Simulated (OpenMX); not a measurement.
Runs of OpenMX 3.8.5 on SnO. It takes space group P4/nmm (No. 129, tetragonal). Conventional cell: a = 3.814 Å, b = 3.814 Å, c = 4.887 Å, α = 90.00°, β = 90.00°, γ = 90.00°. Sn (site symmetry 4mm) has 4 O at 2.23 Å as nearest neighbours. O (site symmetry -4m2) is surrounded by 4 Sn at 2.23 Å. The cell is a database's computed one.

| task | level | spin | k mesh | SCF threshold | gap on the mesh (eV) | pressure (GPa) | largest force (eV/Å) |
| --- | --- | --- | --- | --- | --- | --- | --- |
| single point | PBE+D3 | off | 5 × 5 × 5 | 1e-08 Ha | 0.48 | 6.5 | 1.21 |
| band structure | PBE | non-collinear, zero start, SOC | 5 × 5 × 5 | 1e-07 Ha | - | - | 1.20 |
| single point | PBE+D3(BJ) | off | 5 × 5 × 5 | 1e-08 Ha | 0.48 | (b) | 1.21 |
| band structure | PBE | off | 7 × 7 × 7 | 1e-08 Ha | 0.29 | 7.8 | 1.20 |
| single point | PBE+D4 | off | 5 × 5 × 5 | 1e-08 Ha | 0.48 | 5.6 | (a) |
| single point | PBE | off | 5 × 5 × 5 | 1e-08 Ha | 0.48 | 7.8 | 1.20 |

Alike in all rows: potentials or basis OpenMX 2013 PBE set, Sn7.0-s3p2d2, O6.0-s2p2d1, grid cutoff 500 Ry; cell as given; smearing fermi-dirac 0.05 eV.

**Question.** Estimate the missing entries.

**Answer.** (a) 1.22; (b) 5.8.

Caveats: the basis of atomic orbitals isn't converged, which shifts pressures, moduli and gaps; forces of over 1 eV/Å show positions far from the minimum, so gaps and moduli don't describe the material at rest; spin-orbit coupling is left out, which moves the levels of the heavy elements (some runs); an odd mesh through Γ misses points on the zone boundary, where band edges often lie (some runs); total energies with and without spin-orbit coupling shouldn't be compared in this program (some runs); the mesh misses the band edges, which the band path finds closer together (some runs).

A k mesh can miss the band edges, and rows without SOC leave out spin-orbit coupling on Sn.
